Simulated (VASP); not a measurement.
# BaTiO3 (P4mm) in VASP: notebook, part 2 of 2

VASP 6.6.1. Earlier steps stand in the parts before.

### 4 Single point, PBE

INCAR

```
SYSTEM = BaTiO3
PREC = Accurate ; ENCUT = 460
EDIFF = 1E-7 ; ISMEAR = 0
SIGMA = 0.05 ; LREAL = Auto
LASPH = .True. ; NELM = 100
ALGO = Normal ; ISIF = 2
LWAVE = .False. ; LCHARG = .False.
GGA = PE ; NBANDS = 28
ADDGRID = .False.
```

KPOINTS

```
regular mesh
0
Gamma
  5 5 5
  0 0 0
```

POSCAR

```
BaTiO3
1.0
    3.9998000000      0.0000000000      0.0000000000
    0.0000000000      3.9998000000      0.0000000000
    0.0000000000      0.0000000000      4.0180000000
Ba Ti O
1 1 3
Direct
    0.0050340000     -0.0151990000     -0.0081960000
    0.5109990000      0.5026790000      0.4796360000
   -0.0079330000      0.4990990000      0.5319510000
    0.5087000000     -0.0034200000      0.5100070000
    0.5274750000      0.4823970000      0.0100750000
```

Potentials or basis: VASP PAW PBE potentials, release 64 (Ba_sv, Ti_sv, O).

On the command line:

```sh
cat potpaw_PBE.64/Ba_sv/POTCAR potpaw_PBE.64/Ti_sv/POTCAR potpaw_PBE.64/O/POTCAR > POTCAR
mpirun -np 1 vasp_std > vasp.out
```

OUTCAR:

```text
SYSTEM = BaTiO3
   PREC = Accurate
   ENCUT = 460
   EDIFF = 1E-7
   ISMEAR = 0
   LREAL = Auto
   LASPH = .True.
   NELM = 100
   ISIF = 2
   GGA = PE

 Found     63 irreducible k-points:

 Following reciprocal coordinates:
            Coordinates               Weight
  0.000000  0.000000  0.000000      1.000000
  0.200000  0.000000  0.000000      2.000000
  0.000000  0.200000  0.000000      2.000000
  0.400000  0.000000  0.000000      2.000000
  0.000000  0.400000  0.000000      2.000000
  0.200000  0.200000  0.000000      2.000000
   k-points           NKPTS =     63   k-points in BZ     NKDIM =     63   number of bands    NBANDS=     28
   number of dos      NEDOS =    301   number of ions     NIONS =      5
   total plane-waves  NPLWV =  21952
   dimension x,y,z NGX =    28 NGY =   28 NGZ =   28
   dimension x,y,z NGXF=    56 NGYF=   56 NGZF=   56
   ions per type =               1   1   3
   NGX,Y,Z   is equivalent  to a cutoff of  11.64, 11.64, 11.59 a.u.
   NGXF,Y,Z  is equivalent  to a cutoff of  23.28, 23.28, 23.17 a.u.
 SYSTEM =  BaTiO3
   PREC   = accura    normal or accurate (medium, high low for compatibility)
   ISTART =      0    job   : 0-new  1-cont  2-samecut
[... 57 lines left out ...]

 val. band max:        3.6783423204   @ k =  -0.4000   0.4000   0.4000
 cond. band min:       5.6934578499   @ k =   0.0000   0.0000   0.0000
 fundamental gap:      2.0151155296
 Fermi energy:         3.9808881997

 k-point     1 :       0.0000    0.0000    0.0000
  band No.  band energies     occupation
      1     -52.7282      2.00000
      2     -28.9700      2.00000
      3     -28.9546      2.00000
      4     -28.9427      2.00000
      5     -21.0029      2.00000
      6     -13.0788      2.00000
[... 175 lines left out ...]
     27      10.3236      0.00000
     28      12.1410      0.00000

 [... further k-points ...]

------------------------ aborting loop because EDIFF is reached ----------------------------------------

  FORCE on cell =-STRESS in cart. coord.  units (eV):
  Direction    XX          YY          ZZ          XY          YZ          ZX
  --------------------------------------------------------------------------------------
  -------------------------------------------------------------------------------------
  Total        1.4427252      1.5242755      1.8735482      0.0436510     -0.0278839     -0.0533780
  in kB       35.9590091     37.9915990     46.6969977      1.0879731     -0.6949889     -1.3304134
  external PRESSURE =      40.2158686 kB  Pullay stress =       0.0000000 kB

 VOLUME and BASIS-vectors are now :
 -----------------------------------------------------------------------------
  energy-cutoff  :      460.00
  volume of cell :       64.28
      direct lattice vectors                 reciprocal lattice vectors
     3.999800000  0.000000000  0.000000000     0.250012501  0.000000000  0.000000000
     0.000000000  3.999800000  0.000000000     0.000000000  0.250012501  0.000000000
     0.000000000  0.000000000  4.018000000     0.000000000  0.000000000  0.248880040

 POSITION                                       TOTAL-FORCE (eV/Angst)
 -----------------------------------------------------------------------------------
      0.02013      3.93901      3.98507         0.136012      0.362277      0.146959
      2.04389      2.01062      1.92718         0.298063     -0.201973      0.062659
      3.96807      1.99630      2.13738         0.645197     -0.073767     -0.687405
      2.03470      3.98612      2.04921        -0.355306     -0.364897     -0.226990
      2.10979      1.92949      0.04048        -0.723966      0.278360      0.704776
 -----------------------------------------------------------------------------------
    total drift:                               -0.000983     -0.000170     -0.000284

  FREE ENERGIE OF THE ION-ELECTRON SYSTEM (eV)
  ---------------------------------------------------
  free  energy   TOTEN  =       -39.8830337216 eV

  energy  without entropy=      -39.8830337216  energy(sigma->0) =      -39.88303372
```

stdout:

```text
POSCAR found type information on POSCAR BaTiO
 POSCAR found :  3 types and       5 ions
 scaLAPACK will be used
 -----------------------------------------------------------------------------
|                                                                             |
|                                                                             |
|     You have a (more or less) 'small supercell' and for smaller cells       |
|     it is recommended to use the reciprocal-space projection scheme!        |
|     The real-space optimization is not efficient for small cells and it     |
|     is also less accurate ...                                               |
|     Therefore, set LREAL=.FALSE. in the INCAR file.                         |
|                                                                             |
 -----------------------------------------------------------------------------

 LDA part: xc-table for (Slater+PW92), standard interpolation
 POSCAR, INCAR and KPOINTS ok, starting setup
 FFT: planning ... GRIDC
 FFT: planning ... GRID_SOFT
 FFT: planning ... GRID
 WAVECAR not read
 entering main loop
```

It took 2 min on 1 thread of Intel Xeon Platinum 8488C (Sapphire Rapids), shared host; peak memory 0.19 GiB.

These settings aren't checked as converged: the numbers below hold their error.

What came out:

```yaml
Free_energy: -39.8830 eV
Pressure: 4.0 GPa
Largest_force: 1.048 eV/Å
Band_gap_on_the_k_mesh: 2.02 eV, indirect (least direct gap 2.15 eV)
```

Caveat: the cutoff is under 1.25 times the usual one of these potentials, so pressure, stress and relaxed cells hold a basis-set (Pulay) error; spin-orbit coupling is left out, which moves the levels of the heavy elements; an odd mesh through Γ misses points on the zone boundary, where band edges often lie.

### 5 Single point, PBE

INCAR

```
SYSTEM = BaTiO3
PREC = Accurate ; ENCUT = 460
EDIFF = 0.01 ; ISMEAR = 0
SIGMA = 0.05 ; LREAL = .False.
LASPH = .True. ; NELM = 100
ALGO = Normal ; ISIF = 2
LWAVE = .False. ; LCHARG = .False.
GGA = PE ; NBANDS = 28
ADDGRID = .False.
```

KPOINTS is that of step 4.

POSCAR

```
BaTiO3
1.0
    3.9998000000      0.0000000000      0.0000000000
    0.0000000000      3.9998000000      0.0000000000
    0.0000000000      0.0000000000      4.0180000000
Ba Ti O
1 1 3
Direct
    0.0000000000      0.0000000000      0.0000000000
    0.5000000000      0.5000000000      0.4900000000
    0.0000000000      0.5000000000      0.5170000000
    0.5000000000      0.0000000000      0.5170000000
    0.5000000000      0.5000000000      0.0190000000
```

On the command line:

```sh
cat potpaw_PBE.64/Ba_sv/POTCAR potpaw_PBE.64/Ti_sv/POTCAR potpaw_PBE.64/O/POTCAR > POTCAR
mpirun -np 1 vasp_std > vasp.out
```

It took 16 s on 1 thread of Intel Xeon Platinum 8488C (Sapphire Rapids), shared host; peak memory 0.17 GiB.

The run converged, but some of its settings lie outside the range that counts as converged, so its numbers aren't taken as properties of the crystal.

What came out:

```
Free energy            : -39.9891 eV
Pressure               : 3.4 GPa
Largest force          : 0.272 eV/Å
Band gap on the k mesh : 1.95 eV, indirect (least direct gap 2.08 eV)
```

Caveat: the cutoff is under 1.25 times the usual one of these potentials, so pressure, stress and relaxed cells hold a basis-set (Pulay) error; spin-orbit coupling is left out, which moves the levels of the heavy elements; an odd mesh through Γ misses points on the zone boundary, where band edges often lie.
